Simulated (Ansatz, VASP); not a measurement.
**One calculation of Sn, two programs**

File INCAR:

```
SYSTEM = Sn
PREC = Accurate ; ENCUT = 520
EDIFF = 1E-7 ; ISMEAR = -1
SIGMA = 0.05 ; LREAL = .FALSE.
LASPH = .TRUE. ; NELM = 80
ALGO = Normal ; ISIF = 2
LWAVE = .FALSE. ; LCHARG = .FALSE.
GGA = PS ; NBANDS = 13
```

The input KPOINTS:

```
regular mesh
0
G
  11 11 11
  0 0 0
```

The input POSCAR:

```
Sn
1.0
   -1.7621414879      1.8121600685      2.2448083200
    1.7621414879     -1.8121600685      2.2448083200
    1.7621414879      1.8121600685     -2.2448083200
Sn
1
Direct
    0.0000000000      0.0000000000      0.0000000000
```

The input input.yaml:

```yaml
crystal:
  lattice:
    - [-1.7621414879, 1.8121600685, 2.24480832]
    - [1.7621414879, -1.8121600685, 2.24480832]
    - [1.7621414879, 1.8121600685, -2.24480832]
  atoms:
    - { symbol: Sn, position: [0.0, 0.0, 0.0] }
kpoints:
  mp_grid: { grid: [11, 11, 11] }
scf:
  occupations: { method: fermi_dirac, width: 0.05 }
hamiltonian:
  xc: pbesol
  pseudopotentials: { kind: all_electron, lapw: { basis_error: 0.001 } }
output:
  forces: true
  stress: true
  eigenvalues: true
```

Change from the starting cell: strain_z_fixed_volume = -0.04.

Alike in both runs: task single point; functional PBEsol; k mesh 11 × 11 × 11; occupations fermi-dirac, width 0.05 eV; no spin polarisation.

|  | VASP | Ansatz |
| --- | --- | --- |
| version | VASP 6.6.1 | Ansatz 0.2.0 |
| potentials or method | VASP PAW PBE potentials, release 64 (Sn_d) | all-electron LAPW, scalar-relativistic |
| plane-wave cutoff (eV) | 520 | see its input |

|  | VASP | Ansatz | Ansatz less VASP |
| --- | --- | --- | --- |
| gap on the k mesh at the Fermi level (eV) | none | none | - |
| pressure (GPa) | -3.8 | -3.7 | +0.07 |
| largest component of the traceless stress (GPa) | 0.99 | 0.99 | +0.001 |

A gap of «none» marks a metal or a gap that the smearing closes. Ansatz ran all-electron here, so the differences hold the error of VASP's frozen core and of both bases.

Caveats: the PAW data sets were made with another functional, which shifts forces and pressure a little (VASP).
